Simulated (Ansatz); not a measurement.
Here is an Ansatz 0.2.0 calculation.

File input.yaml:

```yaml
crystal:
  lattice:
    - [3.5182, 0.0, 0.0]
    - [-1.7591, 3.0468505756, 0.0]
    - [0.0, 0.0, 13.9736]
  atoms:
    - { symbol: Te, position: [0.6666666667, 0.3333333333, 0.379] }
    - { symbol: Te, position: [0.3333333333, 0.6666666667, 0.879] }
    - { symbol: Te, position: [0.6666666667, 0.3333333333, 0.121] }
    - { symbol: Te, position: [0.3333333333, 0.6666666667, 0.621] }
    - { symbol: Mo, position: [0.6666666667, 0.3333333333, 0.75] }
    - { symbol: Mo, position: [0.3333333333, 0.6666666667, 0.25] }
hamiltonian:
  xc: pbesol
  pseudopotentials: { kind: paw }
kpoints:
  mp_grid: { grid: [9, 9, 2] }
scf:
  occupations: { method: fermi_dirac, width: 0.05 }
output:
  forces: true
  stress: true
  write_density: true
  write_potential: true
  elf: true
  volumetric_format: npy
relax:
  f_tol: 0.01
  max_steps: 40
  cell: { stress_tol: 0.05 }
```

Potentials or basis: Ansatz PAW.

Command:

```sh
$ ansatz run input.yaml --threads 2 --pin off --max-ram 5632MiB --backend cpu --events-out ev --progress --plain --runs-dir out
```

Q: What does it give for the relaxed volume?

A: 24.69 Å³/atom.

Q: What does it give for the space group after relaxing (to 0.05 Å)?

A: P6_3/mmc (No. 194).

Q: Estimate the band gap on the k mesh.

A: 0.80 eV, indirect (least direct gap 1.09 eV).

The path:
```
step  energy change (eV)  largest force (eV/Å)  volume (Å³)
   1              0.0000                0.0901       149.79
   2             -0.0083                0.0054       148.19
   3             -0.0084                0.0004       148.11
   4             -0.0081                0.0004       148.11
```

Caveat: odd divisions of the mesh miss points on the zone boundary, where band edges often lie, so the gap on the mesh can be too wide; the plane-wave basis is chosen anew once the cell has moved, so the energies of steps on either side of that aren't comparable; spin-orbit coupling is left out, which moves the levels of the heavy elements; this functional lacks dispersion, which binds the layers, so the pressure and a relaxed spacing across them are unreliable; the PAW data sets come from PBE, with cores solved anew for the run's functional, which leaves a small shift of forces and pressure. A k mesh can miss the band edges.
